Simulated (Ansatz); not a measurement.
# Pr (Im-3m) in Ansatz: convergence with k mesh

Aim: find how far k mesh must go before the results for Pr settle, at PBEsol. This setting moves, with any that are tied to it; all else stays.

Program: Ansatz 0.2.0. These are calculated values, not measurements. Logs are shortened: lines on timing, memory, paths and dates and some standing lists are left out, and cuts for length are marked.

## Step 1: The structure

It takes space group Im-3m (No. 229, cubic). Conventional cell: a = 4.195 Å, b = 4.195 Å, c = 4.195 Å, α = 90.00°, β = 90.00°, γ = 90.00°. Pr (site symmetry m-3m) is surrounded by 8 Pr at 3.63 Å.

This isn't the form of Pr at room conditions, which is double hcp.

## Step 2: With k mesh 3 × 3 × 3

File input.yaml:

```yaml
crystal:
  lattice:
    - [-2.0973721543, 2.0973721543, 2.0973721543]
    - [2.0973721543, -2.0973721543, 2.0973721543]
    - [2.0973721543, 2.0973721543, -2.0973721543]
  atoms:
    - { symbol: Pr, position: [0.0, 0.0, 0.0], spin: 2.0, spin_axis: [0.0, 0.0, 2.0] }
hamiltonian:
  xc: pbesol
  pseudopotentials: { kind: paw_fr }
magnetization:
  noncollinear: true
  spin_orbit: true
kpoints:
  mp_grid: { grid: [3, 3, 3] }
scf:
  occupations: { method: methfessel_paxton, width: 0.05 }
output:
  forces: true
  stress: true
  eigenvalues: true
```

Potentials or basis: Ansatz PAW.

On the command line:

```console
$ ansatz run input.yaml --threads 2 --pin off --max-ram 5632MiB --backend cpu --events-out ev --progress --plain --runs-dir out
```

The program printed:

```text
Warning: output.stress: scf.convergence.dr2_threshold = 1e-7 eV (the SCF's general default) is looser than the 1e-10 eV advised for a printed stress (1e-10 eV for each atom of the cell: 1). What an SCF threshold leaves in a stress goes as its square root, and in the free energy as the threshold itself, and one threshold admits the most on a small cell: of the crystals measured, under no hybrid functional and no lock of the moments, on runs that ended without the residual-converged pass, on stresses that held no estimate of that error, the worst erred by over 100 MPa in a component at 1e-7 eV an atom and by under 5 at 1e-10. Set scf.convergence.dr2_threshold to 1e-10 eV or tighter. The threshold is an SCF's pass mark: one that does not reach it within its budget of iterations ends unconverged, or closes short of it on a stop that the run arms, and scf.convergence.dr2_threshold's page says what that costs each kind of run
Warning: RAYON_NUM_THREADS=2 ignored (pool sized by the plan → 2); use --threads N
band count auto-derived: 32, from the close of a first SCF at 22 (N_el = 13.0; filled up to band 13; 22 by the electrons, moments and atoms)
Engine: ansatz 0.2.0, x86_64-unknown-linux-gnu
Pseudopotentials: kind: paw_fr
Pseudopotential: Pr, paw_fr, valence charge 13, recommended cutoff 420 eV (normal), Pr.paw.azcp#standard-fr
Functional definition: PBEsol
  exchange = pbesol_x
  correlation = pbesol_c
Crystal: 1 atoms, lattice volume = 36.905 Å³
Basis set: ecut = 420 eV, 683 PW (Γ), exchange–correlation on 50×50×50 points (8 copies of the dense FFT grid, shifted against one another)
Bands: 22, of which v1, the nominal top of the filled ones, is band 13 counted from 1 (12 counted from 0)
Symmetry: 8 space group operations + 8 with time reversal
Magnetic group: BNS 139.537 (UNI 1197), of the structure as read, at distance tolerance 3.3e-5 Å
k-points: 6 of 27
Projection manifold: j_resolved (fully-relativistic pseudo-atomic orbitals)
Non-local potential: Pr, projectors of the file, l = 0: 3, l = 1: 4, l = 2: 4, l = 3: 6
PAW form: soft (Blöchl's): semilocal exchange-correlation on the pseudo side does not see the compensation charge
PAW frozen core: Pr, regenerated for the run's functional, and the local potential with it (the file was generated under x = pbe(κ = 0.804, μ = 0.2195149727645171), c = pbe(β = 0.06672455060314922))
PAW one-centre angular grid: Pr, 590 points (default); XC on 64 Gauss nodes
Initial density: superposition of atomic densities (chi_scale 0.1, normalization cell)
Starting moments: Σ|m| = 2 μB on 1 of 1 site
Initial wavefunctions: pseudopotential atomic-orbital guess
Functional: x = pbesol(κ = 0.804, μ = 0.12345679012345678), c = pbesol(β = 0.046)
iter 1 solved again at ethr=3.88e-4 eV; its pass at ethr=3.10e-3 eV (dr2=5.04e-2 eV) is discarded
SCF iter   1: F=—  HF=-6847.154815 eV  |F-HF|=—  |Δ(HF+E_count)|=         —  Δρ=1.92e-1  dr2=4.71e-2  dr2_m=3.13e0  ethr=3.88e-4  |M|=2.48e0 ∫|m|=2.48e0 μB  |m|>n=0.0e0 m-floor=0.0e0 τ_xc=0.0e0 mc-row=0.0e0  β_m=1.00  ⟨swp⟩=1.0  Hψ=840  notcnv=0
preconditioner: auto → none  [insulator: Δε(μ)=0.040 eV  Ē_g=10.444 eV  σ=0.050 eV  W_gap=0.62  n_scr=12 (ndim 8)  ℏωp=20.3 eV  f_vac=0.000  D(μ)=6.90/eV (n_scr^D=134)  ε∞_Penn≈4.8]
SCF iter   2: F=—  HF=-6846.645129 eV  |F-HF|=—  |Δ(HF+E_count)|=   5.10e-1  S|Δr|=    0.00e0  Δρ=1.32e-2  dr2=5.14e-2  dr2_m=1.12e-2  ethr=3.62e-4  |M|=2.48e0 ∫|m|=2.48e0 μB  |m|>n=0.0e0 m-floor=0.0e0 τ_xc=1.4e-3 mc-row=0.0e0  β_m=0.30  ⟨swp⟩=4.0  Hψ=315  notcnv=0
preconditioner: auto → Kerker (q_TF=auto, 2.293 Å⁻¹)  [metal: Δε(μ)=0.027 eV  Ē_g=10.473 eV  σ=0.050 eV  W_gap=0.43  n_scr=12 (ndim 8)  ℏωp=20.3 eV  f_vac=0.000  D(μ)=11.34/eV (n_scr^D=248)]
spin=Noncollinear: Kerker preconditioning applied to the charge; magnetization (m_x, m_y, m_z) channels mix plain (no charge-response kernel on spin).
[... 75 lines left out ...]
SCF 2 converged in 3 iterations: F = -6847.609595 eV  dr2 = 6.33e-9
SCF converged after 30 iterations (27 of them on 22 bands)
Stability not checked: this state was not tested for a lower state beside it, because cold or Methfessel-Paxton smearing, or corrected tetrahedra, fill the levels in a way that the test cannot read (fill_not_monotonic; see scf.lower_state_search)
Magnetization: |M| = 2.4648 μB,  M = (+0.0000, +0.0000, +2.4648) μB
Absolute magnetization: 2.4920 μB (∫|m|, with the PAW one-centre terms)
  site 0: m = (+0.0000, +0.0000, +2.2724) μB, |m| = 2.2724 μB  (R = 1.50 Å)
Free energy (F): -6847.609595 eV
Harris-Foulkes:  -6847.609595 eV  (|F-HF|=5.60e-9)
Internal energy: -6847.607804 eV  (E = F + TS)
E sigma→0 (E₀):  -6847.609147 eV
Entropy (-TS):   -0.001792 eV (-1.792 meV/atom)
Fermi energy:    11.042260 eV
--- Per-component energies (eV) ---
  E_band       = -37.373383
  E_kinetic    = 337.358112
  E_local      = -644.237031  (includes V_loc(G=0)·N_el)
  E_nonlocal   = 72.439463
  E_hartree    = 222.716969
  E_xc         = -218.245194
  E_vxc        = -239.930084  (∫ρ·V_xc dr)
  E_paw        = -5562.303496  (= ΣΔE_a)
  E_vpaw       = -8.439949  (= ΣTr[D̂ρ^β])
  E_aug_tail   = -0.000000  (compensation charges beyond the density's cutoff)
  E_ewald      = -1055.632934
  E_core_change = 0.296307  (= ΣΔE_core)
  E_smearing   = -0.001792  (= −TS)
  E_closure    = -0.000000  (closes the sum)
  Σ components = -6847.609595   (vs F -6847.609595, Δ=0.00e0)
--- Forces (eV/Å), atoms counted from 1 ---
  atom   1  Pr     0.00000000     0.00000000     0.00000000
  max |Σ_I F_I| component: 4.34e-19 eV/Å
--- Stress (GPa, compression-positive) ---
       -6.971229       0.000000       0.000000
        0.000000      -6.971229      -0.000000
        0.000000       0.000000      -6.890003
  P = ⅓ Tr σ = -6.9442 GPa (-69.442 kbar)
--- Band table (eV; the first three rows and the last of 6) ---
  k-point 0: bands = ["-25.0849", "-24.0787", "-8.4623", "-8.1591", "-5.6184", "-5.3019", "-5.0384", "-4.8036", "7.2103", "7.6734", "10.6699", "10.6999", "10.7175", "11.4766", "11.5376", "11.6378", "11.8709", "12.4193", "12.4384", "12.4621", "12.5023", "12.5068", "12.5226", "12.6020", "12.6268", "12.7567", "12.8310", "12.9446", "12.9988", "13.0459", "14.6944", "14.6960"]
  k-point 1: bands = ["-24.9831", "-23.9701", "-8.7968", "-8.4522", "-6.1104", "-5.8385", "-5.3081", "-5.1023", "9.0471", "9.5167", "10.7330", "10.7501", "10.7762", "11.3353", "11.3457", "11.4308", "11.5254", "11.6015", "11.7001", "12.0629", "12.2245", "12.3555", "12.4144", "12.4718", "12.6589", "12.8027", "13.0251", "13.4412", "14.6142", "15.1010", "15.1320", "15.6114"]
  k-point 2: bands = ["-24.9831", "-23.9701", "-8.7794", "-8.4774", "-6.1109", "-5.7120", "-5.5141", "-5.0141", "9.0472", "9.5176", "10.7238", "10.7639", "10.7751", "11.3070", "11.3831", "11.4231", "11.5168", "11.5983", "11.7033", "12.0713", "12.2140", "12.3710", "12.4090", "12.4670", "12.6753", "12.8038", "12.9948", "13.4532", "14.6177", "15.0530", "15.1864", "15.6076"]
  k-point 5: bands = ["-24.9028", "-23.8849", "-8.9397", "-8.6278", "-6.3182", "-5.9659", "-5.6765", "-5.5213", "9.8109", "10.1420", "10.3392", "10.5819", "10.9860", "11.0037", "11.1756", "11.2902", "11.2941", "11.4187", "11.4773", "12.2145", "12.2372", "12.2689", "12.2790", "13.0139", "13.0453", "13.2276", "13.9583", "13.9594", "14.6218", "14.6245", "15.4908", "15.7623"]
```

Run time: 5 s. Hardware: 2 threads of Intel Xeon Platinum 8488C (Sapphire Rapids), shared host; peak memory 0.43 GiB.

What came out:

* Free energy: -6847.6096 eV
* Pressure: -6.9 GPa
* Band gap on the k mesh: none (metal or under the smearing width)
* Net moment: 2.46 μB per cell
* Absolute moment: 2.49 μB per cell

## Step 3: With k mesh 4 × 4 × 4

input.yaml, as its differences from that of step 2:

```diff
@@ -14,3 +14,3 @@
 kpoints:
-  mp_grid: { grid: [3, 3, 3] }
+  mp_grid: { grid: [4, 4, 4] }
 scf:
```

Potentials or basis: Ansatz PAW.

On the command line:

```console
$ ansatz run input.yaml --threads 2 --pin off --max-ram 5632MiB --backend cpu --events-out ev --progress --plain --runs-dir out
```

Wall time 8.1 s (2 threads of Intel Xeon Platinum 8488C (Sapphire Rapids), shared host); peak memory 0.44 GiB.

Results:

- Free energy: -6847.5086 eV
- Pressure: -3.7 GPa
- Band gap on the k mesh: none (metal or under the smearing width)
- Net moment: 2.93 μB per cell
- Absolute moment: 2.95 μB per cell

## Step 4: With k mesh 5 × 5 × 5

input.yaml, as its differences from that of step 3:

```diff
@@ -14,3 +14,3 @@
 kpoints:
-  mp_grid: { grid: [4, 4, 4] }
+  mp_grid: { grid: [5, 5, 5] }
 scf:
```

On the command line:

```console
$ ansatz run input.yaml --threads 2 --pin off --max-ram 5632MiB --backend cpu --events-out ev --progress --plain --runs-dir out
```

Wall time 9.5 s (2 threads of Intel Xeon Platinum 8488C (Sapphire Rapids), shared host); peak memory 0.46 GiB.

Results:

```
Free energy            : -6847.5457 eV
Pressure               : -4.4 GPa
Band gap on the k mesh : none (metal or under the smearing width)
Net moment             : 2.82 μB per cell
Absolute moment        : 2.84 μB per cell
```

## Step 5: With k mesh 7 × 7 × 7

input.yaml, as its differences from that of step 4:

```diff
@@ -14,3 +14,3 @@
 kpoints:
-  mp_grid: { grid: [5, 5, 5] }
+  mp_grid: { grid: [7, 7, 7] }
 scf:
```

On the command line:

```console
$ ansatz run input.yaml --threads 2 --pin off --max-ram 5632MiB --backend cpu --events-out ev --progress --plain --runs-dir out
```

It took 13 s on 2 threads of Intel Xeon Platinum 8488C (Sapphire Rapids), shared host; peak memory 0.52 GiB.

What came out:

```
Free energy            : -6847.5495 eV
Pressure               : -4.4 GPa
Band gap on the k mesh : none (metal or under the smearing width)
Net moment             : 2.68 μB per cell
Absolute moment        : 2.71 μB per cell
```

## Step 6: With k mesh 8 × 8 × 8

input.yaml, as its differences from that of step 5:

```diff
@@ -14,3 +14,3 @@
 kpoints:
-  mp_grid: { grid: [7, 7, 7] }
+  mp_grid: { grid: [8, 8, 8] }
 scf:
```

Potentials or basis: Ansatz PAW.

On the command line:

```console
$ ansatz run input.yaml --threads 2 --pin off --max-ram 5632MiB --backend cpu --events-out ev --progress --plain --runs-dir out
```

It took 18 s on 2 threads of Intel Xeon Platinum 8488C (Sapphire Rapids), shared host; peak memory 0.56 GiB.

Results (log left out):

- Free energy: -6847.5496 eV
- Pressure: -4.4 GPa
- Band gap on the k mesh: none (metal or under the smearing width)
- Net moment: 2.77 μB per cell
- Absolute moment: 2.79 μB per cell

## Step 7: With k mesh 10 × 10 × 10

input.yaml, as its differences from that of step 6:

```diff
@@ -14,3 +14,3 @@
 kpoints:
-  mp_grid: { grid: [8, 8, 8] }
+  mp_grid: { grid: [10, 10, 10] }
 scf:
```

On the command line:

```console
$ ansatz run input.yaml --threads 2 --pin off --max-ram 5632MiB --backend cpu --events-out ev --progress --plain --runs-dir out
```

It took 29 s on 2 threads of Intel Xeon Platinum 8488C (Sapphire Rapids), shared host; peak memory 0.63 GiB.

The run converged. Its results:

* Free energy: -6847.5489 eV
* Pressure: -4.4 GPa
* Band gap on the k mesh: none (metal or under the smearing width)
* Net moment: 2.68 μB per cell
* Absolute moment: 2.70 μB per cell

## Step 8: With k mesh 12 × 12 × 12

input.yaml, as its differences from that of step 7:

```diff
@@ -14,3 +14,3 @@
 kpoints:
-  mp_grid: { grid: [10, 10, 10] }
+  mp_grid: { grid: [12, 12, 12] }
 scf:
```

On the command line:

```console
$ ansatz run input.yaml --threads 2 --pin off --max-ram 5632MiB --backend cpu --events-out ev --progress --plain --runs-dir out
```

Run time: 44 s. Hardware: 2 threads of Intel Xeon Platinum 8488C (Sapphire Rapids), shared host; peak memory 0.75 GiB.

Results (log left out):

```yaml
Free_energy: -6847.5492 eV
Pressure: -4.4 GPa
Band_gap_on_the_k_mesh: none (metal or under the smearing width)
Net_moment: 2.71 μB per cell
Absolute_moment: 2.73 μB per cell
```

## Step 9: With k mesh 15 × 15 × 15

input.yaml, as its differences from that of step 8:

```diff
@@ -14,3 +14,3 @@
 kpoints:
-  mp_grid: { grid: [12, 12, 12] }
+  mp_grid: { grid: [15, 15, 15] }
 scf:
```

Potentials or basis: Ansatz PAW.

On the command line:

```console
$ ansatz run input.yaml --threads 2 --pin off --max-ram 5632MiB --backend cpu --events-out ev --progress --plain --runs-dir out
```

Wall time 68 s (2 threads of Intel Xeon Platinum 8488C (Sapphire Rapids), shared host); peak memory 0.98 GiB.

The run converged. Its results:

- Free energy: -6847.5486 eV
- Pressure: -4.4 GPa
- Band gap on the k mesh: none (metal or under the smearing width)
- Net moment: 2.71 μB per cell
- Absolute moment: 2.73 μB per cell

## Step 10: The series at a glance

| k mesh | energy less the tightest run, at zero smearing (meV/atom) | pressure (GPa) | absolute moment (μB) | SCF cycles | CPU time (s) | peak memory (GiB) |
| --- | --- | --- | --- | --- | --- | --- |
| 3 × 3 × 3 | -60.59 | -6.94 | 2.49 | 30 | 9.1 | 0.43 |
| 4 × 4 × 4 | 40.04 | -3.65 | 2.95 | 38 | 14 | 0.44 |
| 5 × 5 × 5 | 2.97 | -4.35 | 2.84 | 36 | 16 | 0.46 |
| 7 × 7 × 7 | -0.90 | -4.37 | 2.71 | 36 | 25 | 0.52 |
| 8 × 8 × 8 | -1.02 | -4.39 | 2.79 | 33 | 34 | 0.56 |
| 10 × 10 × 10 | -0.26 | -4.42 | 2.70 | 36 | 56 | 0.63 |
| 12 × 12 × 12 | -0.66 | -4.43 | 2.73 | 37 | 86 | 0.75 |
| 15 × 15 × 15 | 0.00 | -4.43 | 2.73 | 31 | 130 | 0.98 |

Against the tightest run, the energy stays within 1 meV/atom from 10 × 10 × 10 on; the pressure stays within 0.1 GPa from 5 × 5 × 5 on; the absolute moment stays within 0.02 μB from 12 × 12 × 12 on. Meshes of other sizes hit other points, so gaps and Fermi surfaces needn't settle smoothly. The tightest run that finished is the yardstick and may itself not be fully converged.

Caveats: the magnetic or orbital state may not be the lowest; the PAW data sets come from PBE, with cores solved anew for the run's functional, which leaves a small shift of forces and pressure; the thresholds are loose for stress.
